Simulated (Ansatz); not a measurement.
Crystal: CdS (Hawleyite).

```
Cd S
1.0
     0.00000    2.91650    2.91650
     2.91650    0.00000    2.91650
     2.91650    2.91650    0.00000
Cd S
1 1
Direct
  0.00000 0.00000 0.00000
  0.75000 0.75000 0.75000
```

Base run:

* Program: Ansatz 0.2.0
* Functional: revPBE
* Potentials or basis: all-electron LAPW, scalar-relativistic
* Cutoff: 246 eV (chosen from the basis error)
* Basis error allowed: 0.001 eV/atom
* k mesh: 8 × 8 × 8
* Occupations: fermi-dirac, width 0.05 eV
* Spin: no spin polarisation

Its results: band gap on the k mesh 1.28 eV, direct; pressure 4.5 GPa.

Question: The run is repeated on the same cell with these changes: functional from revPBE to RPBE; occupations from fermi-dirac, width 0.05 eV to gaussian, width 0.05 eV. What comes out?

Answer: Band gap on the k mesh 1.33 eV, direct; pressure 5.1 GPa.
